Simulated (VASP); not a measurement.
## ZnSe (F-43m) under biaxial strain in the (111) plane

How do the elastic response and the band edges of ZnSe follow biaxial strain in the (111) plane?

Calculated with VASP 6.6.1; LDA; plane waves and PAW (Zn, Se), in the first sound run; inputs show where later runs differ.

This is a report of a sequence of runs, with most program output left out.

### Step 1. The structure

Symmetry: F-43m, No. 216, cubic system. Conventional cell: a = 5.668 Å, b = 5.668 Å, c = 5.668 Å, α = 90.00°, β = 90.00°, γ = 90.00°. Zn has 4 Se at 2.45 Å nearest. Se has 4 Zn at 2.45 Å nearest. Farther neighbours and most contacts between anions are not listed.

Structure file:

```cif
data_structure
_symmetry_space_group_name_H-M 'P 1'
_symmetry_Int_Tables_number 1
_cell_length_a 4.0079
_cell_length_b 4.0079
_cell_length_c 4.0079
_cell_angle_alpha 60.000
_cell_angle_beta 60.000
_cell_angle_gamma 60.000
_cell_volume 45.52
loop_
_atom_site_label
_atom_site_type_symbol
_atom_site_fract_x
_atom_site_fract_y
_atom_site_fract_z
_atom_site_occupancy
Zn1 Zn 0.00000 0.00000 0.00000 1
Se2 Se 0.25000 0.25000 0.25000 1
```

### Step 2. Relax the crystal, LDA

The series starts from the cell that this level prefers, so that zero strain is near zero stress.

This step took 2 runs in a row; the last is shown.

Level: LDA; plane waves and PAW (Zn, Se).

INCAR

```
SYSTEM = ZnSe
PREC = Accurate
ENCUT = 450
EDIFF = 1E-07
NELM = 120
ISMEAR = 0
SIGMA = 0.02
LREAL = .FALSE.
ALGO = Normal
GGA = CA
NBANDS = 15
LASPH = .TRUE.
LORBIT = 11
LWAVE = .FALSE.
LCHARG = .FALSE.
KPAR = 8
IBRION = 2
NSW = 40
ISIF = 3
EDIFFG = -0.005
POTIM = 0.4
```

POSCAR

```
ZnSe
1.0
    0.0000000000      2.7878715488      2.7878715488
    2.7878715488      0.0000000000      2.7878715488
    2.7878715488      2.7878715488      0.0000000000
Zn Se
1 1
Direct
    0.0000000000      0.0000000000      0.0000000000
    0.2500000000      0.2500000000      0.2500000000
```

KPOINTS

```
Automatic mesh
0
Gamma
9 9 9
0 0 0
```

PAW data sets: Zn and Se (LDA family, release 64).

The run is started by

```console
$ mpirun -np 8 vasp_std
```

Run time: 3.4 s. Hardware: 8 MPI ranks of Intel Xeon 6975P-C (Granite Rapids), shared host; peak memory 1.2 GiB; 22 s of CPU time.

This run gave:

```
energy(sigma→0) of the program : -7.3722 eV
stress, compression positive   : 0.00 along [111], 0.00 across it (mean), GPa
volume                         : 43.309 Å³
ionic steps                    : 2
```

### Step 3. Strain along the normal, LDA

One member in full: the plane is strained by 2 %, and the strain along the normal is moved by secant steps until the normal stress is under 0.012 GPa or five steps are spent; the atoms relax at each step.

This step took 4 runs, each at a new trial strain with the atoms of the one before; the last is shown.

Level: LDA; plane waves and PAW (Zn, Se); cell typed or built by script.

Edit INCAR of step 2 so:

```diff
@@ -15,7 +15,7 @@
 LCHARG = .FALSE.
-KPAR = 8
-IBRION = 2
-NSW = 40
-ISIF = 3
-EDIFFG = -0.005
-POTIM = 0.4
+KPAR = 2
+IBRION = 1
+NSW = 25
+ISIF = 2
+EDIFFG = -0.004
+POTIM = 0.3
```

POSCAR

```
ZnSe
1.0
   -0.0615390510      2.7815110190      2.7815110190
    2.7815110190     -0.0615390510      2.7815110190
    2.7815110190      2.7815110190     -0.0615390510
Zn Se
1 1
Direct
    0.9980626224      0.9980626224      0.9980626224
    0.2519373776      0.2519373776      0.2519373776
```

KPOINTS is that of step 2.

The run is started by

```console
$ mpirun -np 2 vasp_std
```

Run time: 10 s. Hardware: 2 MPI ranks; peak memory 0.31 GiB; 20 s of CPU time.

This run gave:

| Property | Result |
| --- | --- |
| energy(sigma→0) of the program | -7.3580 eV |
| stress, compression positive | 0.00 along [111], -2.69 across it (mean), GPa |
| ionic steps | 1 |

### Step 4. Band edges, TB-mBJ with spin-orbit coupling

Short lines in KPOINTS_OPT sample the zone centre along and across the normal of the plane, for masses, and the other valleys.

Level: TB-mBJ, spin-orbit coupling; plane waves and PAW (Zn, Se); cell typed or built by script.

TB-mBJ has no energy functional, so the total energy, stress and pressure in this output mean nothing.

INCAR

```
SYSTEM = ZnSe
PREC = Accurate
ENCUT = 450
EDIFF = 1E-06
NELM = 150
ISMEAR = 0
SIGMA = 0.02
LREAL = .FALSE.
ALGO = Normal
METAGGA = MBJ
LASPH = .TRUE.
LNONCOLLINEAR = .TRUE.
MAGMOM = 0 0 0 0 0 0
NBANDS = 28
GGA_COMPAT = .FALSE.
LSORBIT = .TRUE.
LWAVE = .FALSE.
LCHARG = .FALSE.
KPAR = 2
```

POSCAR is that of step 3.

KPOINTS

```
Automatic mesh
0
Gamma
7 7 7
0 0 0
```

KPOINTS_OPT

```
Line mode
6
Line-mode
Reciprocal
  0.00000000   0.00000000   0.00000000
  0.02527605   0.02527605   0.02527605

  0.00000000   0.00000000   0.00000000
 -0.01599778   0.01599778   0.00000000

  0.31000000   0.31000000   0.00000000
  0.50000000   0.50000000   0.00000000

  0.00000000   0.31000000   0.31000000
  0.00000000   0.50000000   0.50000000

  0.45000000   0.45000000   0.45000000
  0.50000000   0.50000000   0.50000000

  0.45000000   0.00000000   0.00000000
  0.50000000   0.00000000   0.00000000

  0.42500000   0.42500000   0.00000000
  0.42451029   0.44713456   0.02213456

  0.50000000   0.50000000   0.50000000
  0.48400222   0.51599778   0.50000000
```

The run is started by

```console
$ mpirun -np 2 vasp_ncl
```

The job ended after 3.9 min (2 MPI ranks; peak memory 0.83 GiB; 7.8 min of CPU time).

### Step 5. Band edges, r2SCAN with spin-orbit coupling

Level: r2SCAN, spin-orbit coupling; plane waves and PAW (Zn, Se); cell typed or built by script.

Edit INCAR of step 4 so:

```diff
@@ -4,3 +4,3 @@
 EDIFF = 1E-06
-NELM = 150
+NELM = 100
 ISMEAR = 0
@@ -9,3 +9,3 @@
 ALGO = Normal
-METAGGA = MBJ
+METAGGA = R2SCAN
 LASPH = .TRUE.
```

POSCAR is that of step 4.

KPOINTS is that of step 4.

KPOINTS_OPT is that of step 4.

The run is started by

```console
$ mpirun -np 2 vasp_ncl
```

The job ended after 6.2 min (2 MPI ranks; peak memory 0.79 GiB; 12 min of CPU time).

Read from the output:

| Quantity | Value |
| --- | --- |
| energy(sigma→0) of the program | -291.3883 eV |
| stress, compression positive | 3.31 along [111], 0.49 across it (mean), GPa |

The run ends at a pressure of 1.43 GPa, with forces up to 0.015 eV/Å.

### Step 6. The whole series

Runs beyond LDA use the data sets made with LDA; this shifts their levels slightly, and their total energies have another zero (at TB-mBJ, which has no energy functional, they mean nothing).

The other members went through these steps as far as the tables show, with the same cutoff and, step by step, the same mesh; 44 runs are not shown. The session took 3.2 core hours (wall time by ranks) on a shared machine.

```tsv
in-plane strain (%)	strain along the normal (%)	in-plane stress, tension positive (GPa)	energy above the unstrained row (meV/atom)	gap on the mesh, LDA (eV)
-2.000	1.386	-3.017	8.330	1.284
-1.500	1.033	-2.238	4.707	1.288
-1.000	0.688	-1.464	2.130	1.287
-0.500	0.345	-0.720	0.577	1.282
0	0.000	-0.004	0.000	1.274
0.500	-0.330	0.700	0.390	1.211
1.000	-0.665	1.383	1.715	1.150
1.500	-0.993	2.044	3.958	1.090
2.000	-1.312	2.687	7.097	1.033
```

Slopes at zero strain, from cubics through all rows: strain ratio -0.677, stress over strain 142 GPa.

Band edges at TB-mBJ with spin-orbit coupling, counted from the valence-band top at Γ, spin-orbit pairs averaged, with one row partly withheld:

```tsv
in-plane strain (%)	gap (eV)	conduction band at Γ (eV)	Δ or X valley along z (eV)	Δ or X valley along x (eV)	lowest conduction level at L, [111] (eV)	lowest conduction level at L, [-111] (eV)	second valence level below the top (eV)	third valence level below the top (eV)
-2.000	2.840	2.840	3.504	3.504	3.930	3.578	0.124	0.476
-1.500	2.850	2.850	3.567	3.567	?	3.616	0.098	0.436
-1.000	2.854	2.854	3.624	3.624	3.824	3.652	0.068	0.403
-0.500	2.852	2.852	3.671	3.671	3.770	3.685	0.035	0.377
0	2.847	2.847	3.712	3.712	3.717	3.717	0.000	0.357
0.500	2.804	2.804	3.712	3.712	3.630	3.711	0.036	0.376
1.000	2.756	2.756	3.701	3.701	3.544	3.702	0.071	0.400
1.500	2.706	2.707	3.684	3.684	3.459	3.692	0.107	0.424
2.000	2.654	2.655	3.663	3.663	3.377	3.681	0.140	0.450
```

Conduction masses, in electron masses:

```tsv
in-plane strain (%)	conduction mass at Γ, along the strain axis or the normal of the plane	conduction mass at Γ, across the strain axis or in the plane
-2.000	0.169	0.204
-1.500	0.174	0.199
-1.000	0.180	0.197
-0.500	0.185	0.192
0	0.189	0.189
0.500	0.195	0.187
1.000	0.197	0.183
1.500	0.202	0.183
2.000	0.205	0.181
```

Band edges at r2SCAN with spin-orbit coupling, counted from the valence-band top at Γ, spin-orbit pairs averaged:

```tsv
in-plane strain (%)	gap (eV)	conduction band at Γ (eV)	Δ or X valley along z (eV)	Δ or X valley along x (eV)	lowest conduction level at L, [111] (eV)	lowest conduction level at L, [-111] (eV)	second valence level below the top (eV)	third valence level below the top (eV)
-2.000	1.967	1.967	2.898	2.898	3.295	2.886	0.131	0.506
-1.500	1.973	1.973	2.961	2.961	3.226	2.925	0.103	0.464
-1.000	1.973	1.973	3.017	3.017	3.159	2.961	0.072	0.430
-0.500	1.968	1.968	3.065	3.065	3.092	2.994	0.037	0.403
0	1.959	1.959	3.104	3.104	3.026	3.026	0.000	0.381
0.500	1.909	1.909	3.097	3.097	2.925	3.018	0.037	0.401
1.000	1.855	1.856	3.082	3.082	2.825	3.008	0.074	0.425
1.500	1.800	1.800	3.059	3.059	2.727	2.996	0.110	0.450
2.000	1.744	1.745	3.033	3.033	2.633	2.985	0.143	0.475
```

Conduction masses, in electron masses:

```tsv
in-plane strain (%)	conduction mass at Γ, along the strain axis or the normal of the plane	conduction mass at Γ, across the strain axis or in the plane
-2.000	0.120	0.141
-1.500	0.123	0.139
-1.000	0.126	0.135
-0.500	0.128	0.133
0	0.130	0.130
0.500	0.132	0.127
1.000	0.133	0.125
1.500	0.134	0.124
2.000	0.135	0.121
```

### Step 7. A fit to the known rows

The quantity to fit is the splitting of the lowest conduction levels at the L points ([111] less [-111]) at TB-mBJ with spin-orbit coupling: 0.353, 0.172, 0.085, 0.000, -0.081, -0.158, -0.233, -0.304 eV in the rows shown.

A least-squares parabola through the 8 rows shown, with d the strain along the axis less the strain across it, in %: E = 0.001845 d² + 0.09798 d + 2.18e-4 (eV), r.m.s. residual 5.5e-4 eV.

At d = 2.533 this predicts 0.2603 eV.

### Step 8. Checking the prediction

The calculation gives 0.2600 eV, so the prediction is 0.0003 eV too high.

The splitting is Ξu times 8/9 of d, with d as a fraction, so the linear term gives Ξu = 11.0 eV.

### Step 9. Summary of results

```
ratio of normal to in-plane strain                                  : -0.677
biaxial modulus                                                     : 142 GPa
gap of the unstrained cell, TB-mBJ with spin-orbit coupling         : 2.85 eV
gap of the unstrained cell, r2SCAN with spin-orbit coupling         : 1.96 eV
shear deformation potential Ξu of the lowest conduction levels at L : 11.0 eV
error of the predicted row                                          : 0.3 meV
```

What this shows: As a check, the curvature of the energy gives 142 GPa for the same modulus (energy per volume = M × strain²), 0 % from the slope of the stress. At TB-mBJ with spin-orbit coupling the lowest conduction valley is Γ throughout, and the gap runs between 2.65 and 2.85 eV. At r2SCAN with spin-orbit coupling the lowest conduction valley is Γ throughout, and the gap runs between 1.74 and 1.97 eV. Hole masses are left out throughout, since the top bands are degenerate or cross in many series; of conduction masses, those of the Γ, L and (for Si and Ge under (001) strain) Δ valleys are kept where they change by under an eighth between rows. TB-mBJ is a potential fitted for gaps; it has no energy functional, so its total energies and forces mean nothing, and its bands tend to come out too narrow. r2SCAN opens gaps somewhat over GGA but leaves them below measured values as a rule. Δ or X levels are the lowest on their line, refined by a parabola unless they lie at X; the gap is read from all points sampled and can differ from the lowest valley by some meV, or by tens of meV where strain moves the valence top off Γ. Temperature, zero-point motion and excitons are left out.

[Lines on the potential files, build, host, timing and source positions are cut from VASP's logs without a mark.]

[Logs are printed without paths, hosts, clocks, repeated set-up lines and the standing remarks that a program may print on its own settings, such as how far it seeks lower states.]

[Hosts, paths, dates, database ids (printed as entryN), source tags and the programs' standing remarks are cut or masked in the printed files.]

[In band tables of VASP the shares of atoms and orbitals are scaled to a sum of 1 inside the atoms' spheres.]
